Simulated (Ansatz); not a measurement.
Input and output of a relaxation of cell and atoms on CdSe built on the 4H polytype prototype (Ansatz 0.2.0, LDA). It starts from the PBE minimum.

The input:
```yaml
crystal:
  lattice:
    - [4.3826972658, 0.0, 0.0]
    - [-2.1913486329, 3.7955271692, 0.0]
    - [0.0, 0.0, 14.3053196375]
  atoms:
    - { symbol: Cd, position: [0.0, 0.0, -0.0001635496] }
    - { symbol: Cd, position: [0.3333333333, 0.6666666667, 0.2499698784] }
    - { symbol: Cd, position: [0.0, 0.0, 0.4998364504] }
    - { symbol: Cd, position: [0.6666666667, 0.3333333333, 0.7499698784] }
    - { symbol: Se, position: [0.0, 0.0, 0.1874660271] }
    - { symbol: Se, position: [0.3333333333, 0.6666666667, 0.437727644] }
    - { symbol: Se, position: [0.0, 0.0, 0.6874660271] }
    - { symbol: Se, position: [0.6666666667, 0.3333333333, 0.937727644] }
kpoints:
  mp_grid: { grid: [6, 6, 2] }
hamiltonian:
  xc: lda
scf:
  occupations: { method: fermi_dirac, width: 0.02 }
relax:
  f_tol: 0.005
  cell: {}
output:
  write_density: true
  write_potential: true
  elf: true
  volumetric_format: npy
```

Command: `ansatz run input.yaml --threads 4 --pin off --max-ram 7372MiB --backend cpu --events-out ev --progress --plain --runs-dir out`.

Task: It ran on 4 threads of Intel(R) Xeon(R) Processor @ 2.70GHz (shared host), load about 0.7 per core. About how long did it take, and what peak of host memory did it reach?

Result: About 29 s, with a peak of 0.83 GiB.

Main lines of the log:
```
Pseudopotential: Cd, paw, valence charge 20, recommended cutoff 420 eV (normal)
Pseudopotential: Se, paw, valence charge 16, recommended cutoff 420 eV (normal)
Functional definition: SPW92
Crystal: 8 atoms, lattice volume = 237.964 Å³
Basis set: ecut = 420 eV, 4685 PW (Γ)
Bands: 87, of which v1, the nominal top of the filled ones, is band 72 counted from 1 (71 counted from 0)
Symmetry: 12 space group operations
Space group: P63mc (ITA 186)
k-points: 14 of 72
SCF 1 converged in 7 iterations: F = -54008.621790 eV  dr2 = 9.93e-8
relax step 1: F+E_penalty+E_count = -54008.62179029 eV  max|allowed force component| = 3.976e-3 eV/Å  Δτ_max = 0.0000 Å  P = -4.316 GPa  Ω = 237.964 Å³
SCF 2 converged in 7 iterations: F = -54008.795146 eV  dr2 = 6.88e-8
relax step 2: F+E_penalty+E_count = -54008.79514647 eV  max|allowed force component| = 1.098e-2 eV/Å  Δτ_max = 0.0009 Å  P = +3.896 GPa  Ω = 204.521 Å³
SCF 3 converged in 6 iterations: F = -54008.930784 eV  dr2 = 1.03e-7
relax step 3: F+E_penalty+E_count = -54008.93078358 eV  max|allowed force component| = 1.888e-3 eV/Å  Δτ_max = 0.0014 Å  P = -0.585 GPa  Ω = 219.132 Å³
SCF 4 converged in 4 iterations: F = -54008.935279 eV  dr2 = 6.11e-7
relax step 4: F+E_penalty+E_count = -54008.93527897 eV  max|allowed force component| = 1.690e-3 eV/Å  Δτ_max = 0.0003 Å  P = -0.018 GPa  Ω = 216.943 Å³
SCF 5 converged in 7 iterations: F = -54008.931983 eV  dr2 = 5.16e-12
relax step 5: F+E_penalty+E_count = -54008.93198270 eV  max|allowed force component| = 1.683e-3 eV/Å  Δτ_max = 0.0000 Å  P = -0.019 GPa  Ω = 216.943 Å³  (SCF on a basis re-selected at this cell)
SCF converged after 7 iterations
Free energy (F): -54008.931983 eV
Fermi energy:    7.923708 eV
--- Per-component energies (eV) ---
  E_band       = -3548.662797
  E_kinetic    = 2500.755707
  E_local      = -25235.799724
  E_nonlocal   = -2193.679211
  E_hartree    = 11985.907320
  E_xc         = -1117.529719
  E_vxc        = -1281.015632
  E_paw        = -23097.243320
  E_vpaw       = -1310.736193
  E_ewald      = -16863.276602
  E_core_change = 11.935724
--- Forces (eV/Å), atoms counted from 1 ---
  atom   1  Cd      0.00000      0.00000      0.00103
  atom   2  Cd      0.00000      0.00000    -0.00029
  atom   3  Cd      0.00000      0.00000      0.00103
  atom   4  Cd      0.00000      0.00000    -0.00029
  atom   5  Se      0.00000      0.00000    -0.00168
  atom   6  Se      0.00000      0.00000      0.00094
  atom   7  Se      0.00000      0.00000    -0.00168
  atom   8  Se      0.00000      0.00000      0.00094
--- Stress (GPa, compression-positive) ---
       -0.020560       0.000000       0.000000
        0.000000      -0.020560       0.000000
        0.000000       0.000000      -0.014491
  P = ⅓ Tr σ = -0.0185 GPa (-0.185 kbar)
--- Relaxed structure (4 steps of the walk, 4 accepted, 1 SCFs on fresh bases) ---
  F+E_penalty+E_count = -54008.93198270 eV   max|allowed force component| = 1.683e-3 eV/Å
  cell:  # Å, volume = 216.9427 Å³
    - [4.249340, 0.000000, 0.000000]
    - [-2.124670, 3.680036, 0.000000]
    - [0.000000, 0.000000, 13.873036]
  atoms:
    - { symbol: Cd, position: [0.000000, 0.000000, -0.000111] }
    - { symbol: Cd, position: [0.333333, 0.666667, 0.249957] }
    - { symbol: Cd, position: [0.000000, 0.000000, 0.499889] }
    - { symbol: Cd, position: [0.666667, 0.333333, 0.749957] }
    - { symbol: Se, position: [0.000000, 0.000000, 0.187447] }
    - { symbol: Se, position: [0.333333, 0.666667, 0.437707] }
    - { symbol: Se, position: [0.000000, 0.000000, 0.687447] }
    - { symbol: Se, position: [0.666667, 0.333333, 0.937707] }
```

Planar averages along the third cell vector, from rho_z.tsv and v_z.tsv (valence density with its augmentation; electrostatic potential energy of an electron, of which only differences have a meaning):
```tsv
z (Å)	ρ (e/Å³)	v_es (eV)
0.00	1.444	3.14
0.43	0.667	6.26
0.87	0.128	9.74
1.30	0.076	11.63
1.73	0.136	10.30
2.17	0.448	7.19
2.60	1.365	4.75
3.03	1.060	2.09
3.61	1.300	4.23
4.05	0.393	7.33
4.48	0.090	10.75
4.91	0.085	11.60
5.35	0.181	9.10
5.78	0.754	6.53
6.21	1.292	3.66
6.65	1.211	1.86
7.08	1.299	4.22
7.51	0.392	7.34
7.95	0.090	10.76
8.38	0.086	11.60
8.82	0.183	9.08
9.25	0.763	6.53
9.68	1.283	3.66
10.12	1.206	1.87
10.69	1.004	5.23
11.13	0.218	8.51
11.56	0.075	11.36
11.99	0.105	11.22
12.43	0.268	8.02
12.86	1.139	5.76
13.29	1.106	2.72
13.73	1.390	2.22
```

In 4 steps the volume changed by -8.8 %; between the first SCF and the last, each on a basis chosen for its cell, the energy fell by 38.8 meV an atom. At the end: space group P6_3mc (No. 186), hexagonal; conventional cell a = 4.249 Å, c = 13.873 Å, 27.12 Å³ an atom. Around Cd lie 4 Se at 2.60 Å; around Se lie 4 Cd at 2.60 Å.

The cell comes from a prototype generator: it can be a known phase or a hypothetical one. Spin polarisation is off.
